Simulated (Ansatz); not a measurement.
# Vibrational response of HgTe

Level of theory: Ansatz 0.2.0, DFT PBE, scalar-relativistic, plane waves, PAW. Plane waves to 420 eV; Γ-centred k mesh 14×14×14; Fermi-Dirac smearing of 0.15 eV. No spin polarisation. Phonons by linear response, acoustic sum rule imposed.

The cell, relaxed at this level:
```
Hg Te
1.0
     0.00000    3.32644    3.32644
     3.32644    0.00000    3.32644
     3.32644    3.32644    0.00000
Hg Te
1 1
Cartesian
  1.6632 1.6632 1.6632
  3.3264 3.3264 3.3264
```

The cell was relaxed from a distorted copy of a database structure. In a metal, frequencies depend on the k mesh and the smearing, soft modes most. Spin–orbit coupling is left out, which matters for heavy elements.

(1) Is this structure stable against zone-centre distortions?

(2) List the optical modes at Γ (i marks imaginary ones).

## Answers

(1) Yes, at Γ: no optical mode is imaginary. Strains and other wave vectors aren't tested by this run.

(2)
```csv
frequency (cm⁻¹),degeneracy
96,3
```
